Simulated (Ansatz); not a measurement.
# Ionic part of the dielectric constant of ZnS at 50 GPa, mode by mode

All numbers below come from DFT PBEsol, scalar-relativistic, plane waves, PAW in Ansatz 0.2.0. Settings: 420 eV plane-wave cutoff, Γ-centred 10×10×10 mesh, fixed occupations. No spin polarisation. Phonons by linear response, acoustic sum rule imposed.

It takes space group F-43m (No. 216, cubic). The conventional cell has a = 4.823 Å, b = 4.823 Å, c = 4.823 Å, α = 90.00°, β = 90.00°, γ = 90.00°. Zn (site symmetry -43m) is surrounded by 4 S at 2.09 Å. S (site symmetry -43m) has 4 Zn at 2.09 Å as nearest neighbours.

The real crystal has changed phase below this pressure.

The primitive cell has V = 28.04 Å³ and ε∞,yy = 6.481. Each polar mode adds Δε = (4.92064×10⁷/V)·S/ν² along y, with S its oscillator strength in e²/amu, ν in cm⁻¹ and V in Å³.

**Question.** From these modes, find each Δε and ε0,yy.
```
ν (cm⁻¹) S_yy (e²/amu)
   457.0         0.1005
```

**Answer.**
```csv
ν (cm⁻¹),Δε
457.0,0.84
```

The sum is 0.844, so ε0,yy = 7.33; the run's tensor has 7.33.

**Question.** Where do the longitudinal modes lie for a wave vector along y?

**Answer.** At 486 cm⁻¹. The Lyddane–Sachs–Teller product Π(ν_LO/ν_TO)² = 1.13 matches ε0/ε∞ = 1.13.

Cost: 1 run of about 0.47 core-minutes, on Intel Xeon 6975P-C (Granite Rapids) (shared hosts).

The static response of compressed zinc blende ZnS is overwhelmingly electronic: the lattice adds only 0.844 to an ε∞ of 6.481. Because the ionic term scales as S/ν², the stiff transverse mode at 457.0 cm⁻¹ keeps it small. Short Zn–S bonds resist the relative displacement of the two sublattices, so a static field induces little ionic polarisation. At ambient pressure the same structure has a much softer transverse mode and a larger ionic share. Pressure probably also lowers the dynamical charge as the bonding becomes more covalent, but a single volume cannot separate the two effects.

The narrow gap between 457.0 and 486 cm⁻¹ reflects the same weak polar coupling, further screened by the electrons. A semilocal functional usually overestimates ε∞, which would make this splitting somewhat too small while leaving Δε without a direct dependence on that error. With one polar mode in a cubic crystal, the Lyddane–Sachs–Teller agreement confirms internal consistency, not accuracy. A real zone-centre frequency also leaves dynamical stability at other wave vectors untested.
